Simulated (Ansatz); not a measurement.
Two Ansatz runs on BP

The cell was built from the WC type and relaxed in the same program, and has space group P-6m2; it needn't be a known or the stable phase.

First run: DFT, PBE, PAW with Ansatz's default frozen-core files, scalar-relativistic (Ansatz 0.2.0).

Command: `ansatz run input.yaml --threads 1 --pin off --max-ram 2048MiB --backend cpu --events-out ev --progress --plain --runs-dir out` The run took 25 s on 1 thread of Intel(R) Xeon(R) Platinum 8259CL CPU @ 2.50GHz (Skylake/Cascade Lake) (shared host), peak memory 0.41 GiB.

```yaml
crystal:
  lattice:
    - [3.0095726219, 0.0, 0.0]
    - [-1.5047863109, 2.6063663451, 0.0]
    - [0.0, 0.0, 2.6617970824]
  atoms:
    - { symbol: B, position: [0.0, 0.0, 0.0] }
    - { symbol: P, position: [0.3333333333, 0.6666666667, 0.5] }
kpoints:
  mp_grid: { grid: [13, 13, 11] }
  band_path:
    path:
      - [0.0, 0.0, 0.0]
      - [0.5, 0.0, 0.0]
      - [0.3333333333, 0.3333333333, 0.0]
      - [0.0, 0.0, 0.0]
      - [0.0, 0.0, 0.5]
      - [0.5, 0.0, 0.5]
      - [0.3333333333, 0.3333333333, 0.5]
      - [0.0, 0.0, 0.5]
      - [0.5, 0.0, 0.5]
    npoints: 14
scf:
  occupations: { method: fermi_dirac, width: 0.08 }
hamiltonian:
  xc: pbe
  pseudopotentials: { kind: paw }
output:
  forces: true
  stress: true
  eigenvalues: true
  efg: { contact_densities: true }
  populations: true
  bader: true
  dos: { projected: true, de: 0.2, e_range: [-14, 8] }
  write_density: true
  write_potential: true
  elf: true
  volumetric_format: npy
```

Result: converged; pressure 0.00 GPa; no gap on the k mesh; 6 SCF iterations.

A second run of a changed input logged this at its end:

```
Error: YAML parse error: error: line 25 column 3: unknown field `conv_thr`, expected one of max_iter, algorithm, n_extra_bands, self_checks, convergence, lower_state_search, omitted_lower_state_checks, lower_solution_reach, mixing, occupations, eigensolver, initial_density, exx
  --> <input>:25:3
   |
23 | scf:
24 |   occupations: { method: fermi_dirac, width: 0.08 }
25 |   conv_thr: 400
   |   ^ unknown field `conv_thr`, expected one of max_iter, algorithm, n_extra_bands, self_checks, convergence, lower_state_search, omitted_lower_state_checks, lower_solution_reach, mixing, occupations, eigensolver, initial_density, exx
26 |   max_iter: 60
27 | hamiltonian:
   |
```

What was wrong with the input?

A keyword of another program, by this change (others could give a like log):
```diff
@@ -23,4 +23,6 @@
 scf:
   occupations: { method: fermi_dirac, width: 0.08 }
+  conv_thr: 400
+  max_iter: 60
 hamiltonian:
   xc: pbe
@@ -32,9 +34,3 @@
   efg: { contact_densities: true }
   populations: true
-  bader: true
-  dos: { projected: true, de: 0.2, e_range: [-14, 8] }
-  write_density: true
-  write_potential: true
-  elf: true
-  volumetric_format: npy
```
